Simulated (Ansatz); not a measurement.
Crystal: TePb.

```xyz
2
Lattice="0.0000 3.2310 3.2310 3.2310 0.0000 3.2310 3.2310 3.2310 0.0000" Properties=species:S:1:pos:R:3 pbc="T T T"
Pb    0.0000    0.0000    0.0000
Te    3.2310    3.2310    3.2310
```

```yaml
Program: Ansatz 0.2.0
Task: relaxation of cell and atoms
Functional: LDA
Potentials_or_basis: all-electron LAPW, scalar-relativistic
Basis_error_allowed: 0.001 eV/atom
k_mesh: 7 × 7 × 7
Occupations: gaussian, width 0.01 eV
Spin: no spin polarisation
```

At the start: volume 33.73 Å³/atom.

Problem. How do energy, volume and symmetry change on relaxing?

Solution. Over 4 steps the energy falls by 7.1 meV/atom and the volume is 32.49 Å³/atom (-3.7 %); space group Fm-3m (No. 225, to 0.05 Å).

The path:
```tsv
step	energy change (eV)	largest force (eV/Å)	volume (Å³)
1	0.0000	0.0000	67.46
2	-0.0124	0.0000	64.05
3	-0.0142	0.0000	64.97
4	-0.0142	0.0000	64.97
```

Final structure:
```
CELL_PARAMETERS angstrom
0.00000 3.19076 3.19076
3.19076 0.00000 3.19076
3.19076 3.19076 0.00000
ATOMIC_POSITIONS crystal
Pb 0.00000 0.00000 0.00000
Te 0.50000 0.50000 0.50000
```
